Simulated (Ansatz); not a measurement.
SnO: how the free axis answers a strain

SnO, P4/nmm, a = 3.868 Å, c = 5.066 Å. Ansatz: PBE, PAW, 420 eV, Γ-centred 10×10×8 mesh on 4 atoms, Gaussian smearing 0.01 eV; no spin polarisation. Series: biaxial strain in the a-b plane, c and atoms relaxed; x is the strain in per cent. y is the change of c in per cent of 5.066 Å.

```
x (%) y (%)
 -6.0   7.42
 -4.0   4.20
 -2.0      ?
  0.0   0.00
  2.0  -1.29
  4.0  -2.69
  6.0  -4.08
```

Task: Fit y = c1 x + c2 x² to the other rows, say what c1 measures, and predict the missing y.

Result: Least squares on the rows shown. y = −0.9214 x + 0.04699 x². With no stress along c, c1 = −2C13/C33 = -0.921. With a term in x³ added, the coefficient of x becomes -0.7649, 17 % less, which shows how far this figure hangs on the form. At x = -2.0 the fit asked for gives 2.03 %. The run gave 1.87 %, so the fit is 0.16 % too high, within the rms miss on the fitted rows (0.26 %).